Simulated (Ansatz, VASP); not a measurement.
## Rh in VASP and in Ansatz

```xyz
3
Lattice="2.7083 0.0000 0.0000 0.0000 2.7083 0.0000 0.0000 0.0000 17.8301" Properties=species:S:1:pos:R:3 pbc="T T T"
Rh    1.3541    1.3541    7.0000
Rh    0.0000    0.0000    8.8384
Rh    1.3541    1.3541   10.6737
```

Alike in both runs: functional PBE; k mesh 11 × 11 × 1; occupations gaussian, width 0.1 eV; no spin polarisation.

Ansatz relaxed the structure, and its values are those at the end. VASP's run is a single point on that final structure, the one shown.

|  | VASP | Ansatz |
| --- | --- | --- |
| version | VASP 6.6.1 | Ansatz 0.2.0 |
| potentials or method | VASP PAW PBE potentials, release 64 (Rh_pv) | scalar-relativistic, plane waves, PAW |
| plane-wave cutoff (eV) | 520 | 420 |
| valence electrons in the cell | 45 | 51 |

```tsv
	VASP	Ansatz	Ansatz less VASP
gap on the k mesh at the Fermi level (eV)	none	none	-
rms of the force components (eV/Å)	0.009	0.009	-0.0001
```

A gap of «none» marks a metal or a gap that the smearing closes. The two sets of potentials don't hold the same shells in valence. Ansatz warned: «vacuum_density_over_bound».
